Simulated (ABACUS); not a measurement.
CsH, 2 atoms in the cell. The structure is cubic, space group Fm-3m (No. 225). Conventional cell: a = 6.376 Å, b = 6.376 Å, c = 6.376 Å, α = 90.00°, β = 90.00°, γ = 90.00°. Around Cs (site symmetry m-3m) lie 6 H at 3.19 Å. Around H (site symmetry m-3m) lie 6 Cs at 3.19 Å. 

```yaml
Program: ABACUS 3.10.1
Task: single point
Functional: r2SCAN
Potentials_or_basis: SG15 ONCV 1.2 PBE
Cutoff: 1143 eV
Density_cutoff: 4572 eV
Basis: plane waves
k_mesh: 4 × 4 × 4
Occupations: fermi-dirac, width 0.05 eV
Spin: no spin polarisation
Radial_cutoff_of_the_potentials_pseudo_rcut: 7 bohr
SCF_threshold_on_the_density: 1e-08
Max_SCF_steps: 100
Eigensolver: dav
Mixing: broyden
Mixing_share: 0.7
Symmetry_key: 1
Bands: 15
```

Potentials or basis: SG15 ONCV 1.2 PBE, plane waves.

Launch:

```console
$ OMP_NUM_THREADS=1 mpirun -np 4 abacus > log
```

Hardware: 4 MPI ranks on Intel(R) Xeon(R) 6975P-C (Granite Rapids), with other jobs on the host.

Q: How long does it take, and how much memory?

A: Run time: 8.7 s on 4 MPI ranks on Intel(R) Xeon(R) 6975P-C (Granite Rapids), with other jobs on the host, peak memory 0.48 GiB a rank. Counts: scf iterations 7, k points 8, bands 15, ranks 4.
